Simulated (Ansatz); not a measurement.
A run of Ansatz 0.2.0 is set up as follows.

input.yaml

```yaml
crystal:
  lattice:
    - [3.724, 0.0, 0.0]
    - [-1.862, 3.2250786037, 0.0]
    - [0.0, 0.0, 5.062]
  atoms:
    - { symbol: Pt, position_ang: [0.0, 0.0, 0.0] }
    - { symbol: Se, position_ang: [1.8620000002, 1.0750262011, 3.7965] }
    - { symbol: Se, position_ang: [-2.0e-10, 2.1500524026, 1.2655] }
kpoints:
  mp_grid: { grid: [8, 8, 5] }
scf:
  occupations: { method: fermi_dirac, width: 0.01 }
hamiltonian:
  xc: pbesol
  dispersion: d3bjatm
  pseudopotentials:
    kind: all_electron
    lapw: { basis_error: 0.0005, muffin_tin_radii: { Pt: 1.123, Se: 1.123 } }
  hubbard:
    sites: [{ species: Pt, l: d, u_eff: 7 }]
    double_counting: fll
    projectors: ortho-atomic
output: {}
phonons:
  method: fd
  supercell: [1, 1, 1]
```

Potentials or basis: all-electron LAPW, scalar-relativistic.

The run is started by

```console
$ ansatz run input.yaml --threads 2 --pin off --max-ram 6144MiB --backend cpu --events-out ev --progress --plain --runs-dir out
```

Problem. Predict the highest phonon frequency at Γ.

Solution. 229 cm⁻¹.

Problem. What does it give for the band gap on the k mesh?

Solution. None (metal or under the smearing width).

Problem. Predict the largest force.

Solution. 0.549 eV/Å.

Phonon frequencies in cm⁻¹ (negative: imaginary):
```tsv
q point	frequencies
(0.000, 0.000, 0.000)	0 0 0 123 123 190 226 226 229
```

Caveat: a metal's response needs a denser mesh; U without spin polarisation on a metal has little footing. The run has no spin-orbit coupling, so splittings on Pt are missing.
